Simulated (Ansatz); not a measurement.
## Collinear states of CoO

All numbers below come from Ansatz, DFT PBE, scalar-relativistic, plane waves, PAW.

```
Co O
1.0
     2.61615    0.00000    0.00000
     0.00000    2.61615    0.00000
     0.00000    0.00000    2.61615
Co O
1 1
Direct
  0.00000 0.00000 0.00000
  0.50000 0.50000 0.50000
```

| Item | Value |
| --- | --- |
| plane-wave cutoff | 420 eV |
| Γ-centred k-mesh | 16×16×16 |
| occupation rule | Gaussian smearing, 0.1 eV |
| list of starting moments (μB, in atom order) | 3 0 |
| check for lower electronic states after the SCF | off |

Each order was relaxed in cell and atoms. A propagation vector, in units of the reciprocal vectors, doubles the cell, which takes an equally dense mesh. No Hubbard U is used, and semilocal functionals often make open-shell oxides metallic. Site moments are spin moments in atom-centred spheres that scale with the neighbour distance. The states are those that the runs reached from these starts; a lower one can exist.

**Question.** Order the starts by the energy of the state that they reach, lowest first.
A. antiferromagnetic, doubled cell, propagation vector (0, 0, 1/2)
B. ferromagnetic
C. no spin

**Answer.** A (0.00 meV/atom), B (64.7 meV/atom), C (335 meV/atom).

```json
{"start": "no spin", "ends": "non-magnetic", "energy above lowest (meV/atom)": "335", "site moments (μB)": "none over 0.05", "gap on mesh (eV)": "metal", "volume (Å³/atom)": "8.35"}
{"start": "ferromagnetic", "ends": "ferromagnetic", "energy above lowest (meV/atom)": "64.7", "site moments (μB)": "Co +2.49, O +0.47", "gap on mesh (eV)": "metal", "volume (Å³/atom)": "8.95"}
{"start": "antiferromagnetic, doubled cell, propagation vector (0, 0, 1/2)", "ends": "antiferromagnetic", "energy above lowest (meV/atom)": "0.00", "site moments (μB)": "Co +2.30, Co -2.30", "gap on mesh (eV)": "metal", "volume (Å³/atom)": "8.93"}
```

This CsCl-type form isn't the usual stable structure of the compound.

Cost: 3 runs of about 2 core-minutes in all, on Arm Neoverse V1 (shared hosts).